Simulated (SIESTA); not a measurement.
Crystal: Ti.

```xyz
2
Lattice="2.9500 0.0000 0.0000 -1.4750 2.5548 0.0000 0.0000 0.0000 4.6800" Properties=species:S:1:pos:R:3 pbc="T T T"
Ti    1.4750    0.8516    3.5100
Ti    0.0000    1.7032    1.1700
```

Base run:

```yaml
Program: SIESTA 5.4.2
Functional: PBE
Potentials_or_basis: PseudoDojo 0.4 standard (PBE files)
Basis: DZP (energy shift 0.002 Ry)
Grid_cutoff: 800 Ry
Energy_shift: 0.002 Ry
k_mesh: 10 × 10 × 6
Occupations: fermi-dirac, width 0.05 eV
Spin: no spin polarisation
```

Its results: band gap on the k mesh none (metal or under the smearing width); pressure -1.5 GPa.

The run is repeated on the same cell with these changes: functional from PBE to vdW-DF; basis from DZP (energy shift 0.002 Ry) to DZDP (energy shift 0.002 Ry). What comes out?

Band gap on the k mesh none (metal or under the smearing width); pressure 1.2 GPa.

Several settings changed at once, so the effect can't be laid on one alone.

Caveats: semicore shells carry a single zeta, which can move pressures by several GPa and volumes by a few percent; the basis of atomic orbitals isn't converged, which shifts pressures, moduli and gaps; the basis holds too few empty states to meet the f-sum rule, so the spectrum is short of weight at high energy (some runs); the potentials were made for another functional, which shifts forces and pressure (some runs).
